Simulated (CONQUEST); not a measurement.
AgCl (Chlorargyrite) under changes of volume

One of the cells (20.458 Å³/atom); the others are scaled copies at fixed shape and fractional positions:

```
Ag Cl
1.0
     3.86787    0.00000    0.00000
     0.00000    3.86787    0.00000
     0.00000    0.00000    5.47000
Ag Cl
2 2
Cartesian
  0.0000 0.0000 0.0000
  1.9339 1.9339 2.7350
  0.0000 0.0000 2.7350
  1.9339 1.9339 0.0000
```

* Program: CONQUEST 1.3
* Functional: PBEsol
* Potentials or basis: PseudoDojo NC PBEsol, DZP, grid of 40 × 40 × 60 points
* k mesh: 7 × 7 × 5
* Occupations: fermi-dirac, width 0.05 eV
* Spin: no spin polarisation

```tsv
volume (Å³/atom)	energy over the lowest point (meV/atom)	pressure (GPa)	gap on the mesh (eV)
19.231	19.78	4.7	1.04
19.640	10.33	3.0	1.02
20.049	3.94	1.9	1.01
20.458	0.52	0.8	1.01
20.868	0.00	-0.4	1.01
21.277	2.17	-1.3	1.00
21.686	?	?	?
```

Question: What does the run at 21.686 Å³/atom give?

Answer: Energy over the lowest point 6.70 meV/atom; pressure -2.2 GPa; gap on the mesh 1.00 eV.

Worked out: A Birch-Murnaghan fit of order 3 (a polynomial in V^(-2/3)) to the other rows has its minimum at 20.74 Å³/atom with B0 = V·E''(V) = 55 GPa (rough, since the energies scatter). It gives 6.98 meV/atom at 21.686 Å³/atom, against the run's 6.70, and -dE/dV = -2.4 GPa, against -2.2. A parabola through the other rows of the gap, of slope 0.212 eV per unit of ln V there, extrapolates to 1.01 eV, against the run's 1.00.

Energies are extrapolated to zero smearing.

Caveats: an odd mesh through Γ misses points on the zone boundary, where band edges often lie; the basis of atomic orbitals isn't converged, which shifts pressures, moduli and gaps; the real-space grid breaks the cell's symmetry a little (some runs). Spin-orbit coupling on Ag is left out.
